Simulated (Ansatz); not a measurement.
Strain and the gap of CdSe (P6_3mc)

A 4-atom cell of CdSe started from a crystallographic database, relaxed with r2SCAN in the plane-wave code Ansatz. Space group P6_3mc (No. 186), hexagonal; a = 4.341 Å, c = 7.077 Å in the conventional setting, 28.87 Å³ an atom. Cd has 4 Se at 2.66 Å; Se has 4 Cd at 2.66 Å.

The axes x, y and z are those of this cell:
```
CELL_PARAMETERS angstrom
4.34072 0.00000 0.00000
-2.17036 3.75917 0.00000
0.00000 0.00000 7.07666
ATOMIC_POSITIONS crystal
Cd 0.33333 0.66667 0.00452
Cd 0.66667 0.33333 0.50452
Se 0.33333 0.66667 0.38048
Se 0.66667 0.33333 0.88048
```

Unstrained: With PBE the gap is 0.612 eV and direct, at Γ. With r2SCAN the gap is 1.105 eV and direct, at Γ. The HSE06 gap is direct at Γ: 1.544 eV. Meshes: PBE 12×12×4, r2SCAN 12×12×4, HSE06 6×6×4. Strains are changes of length per length, and xy shears are angles. After each strain the atoms were relaxed again with r2SCAN within the symmetry that the strain leaves, so tilts or polar shifts that break it weren't tested; points keep the names that they have in the unstrained zone. The values are computed, spin-unpolarised, and not measurements.

Changes of the least gap in eV (an overlap counts as a negative gap):
```json
{"strain": "uniaxial +3.47 % along y", "volume change (%)": "+3.5", "space group": "Cmc2_1", "PBE": "-0.114", "r2SCAN": "-0.119", "HSE06": "-0.129", "energy rise, r2SCAN (meV/atom)": "7.7"}
{"strain": "xy shear, engineering strain (angle) +5.42 %", "volume change (%)": "-0.1", "space group": "P2_1", "PBE": "-0.103", "r2SCAN": "-0.105", "HSE06": "-0.108", "energy rise, r2SCAN (meV/atom)": "3.7"}
{"strain": "uniaxial +1.37 % along x", "volume change (%)": "+1.4", "space group": "Cmc2_1", "PBE": "-0.042", "r2SCAN": "-0.043", "HSE06": "-0.047", "energy rise, r2SCAN (meV/atom)": "1.2"}
{"strain": "uniaxial -1.88 % along z", "volume change (%)": "-1.9", "space group": "P6_3mc", "PBE": "+0.046", "r2SCAN": "+0.052", "HSE06": "+0.054", "energy rise, r2SCAN (meV/atom)": "2.6"}
```

Uniaxial +3.47 % along y, other directions held. HSE06: the gap goes from 1.544 to 1.415 eV (-0.129 eV); with r2SCAN the top three valence levels at Γ, grouped 2+1 from the top over 42 meV, become 1+1+1 over 120 meV. Stress change with r2SCAN, compression positive: xx -1.35, yy -2.42, zz -1.16 GPa.

Xy shear, engineering strain (angle) +5.42 %. HSE06: the gap goes from 1.544 to 1.436 eV (-0.108 eV). Stress change with r2SCAN, compression positive: xx -0.09, yy +0.03, zz -0.07, xy -0.76 GPa.

Uniaxial +1.37 % along x, other directions held. HSE06: the gap goes from 1.544 to 1.497 eV (-0.047 eV); with r2SCAN the top three valence levels at Γ, grouped 2+1 from the top over 42 meV, become 1+1+1 over 45 meV. Stress change with r2SCAN, compression positive: xx -0.97, yy -0.58, zz -0.49 GPa.

Uniaxial -1.88 % along z, other directions held. HSE06: the gap goes from 1.544 to 1.598 eV (+0.054 eV); with r2SCAN the top three valence levels at Γ, grouped 2+1 from the top over 42 meV, become 1+2 over 27 meV. Stress change with r2SCAN, compression positive: xx +0.75, yy +0.75, zz +1.55 GPa.

Spin-orbit coupling is left out.

The meshes of the hybrids are coarse, so their gaps aren't converged to the digits shown.

The splittings at Γ are without spin-orbit coupling, which regroups them where it is of like size or larger.
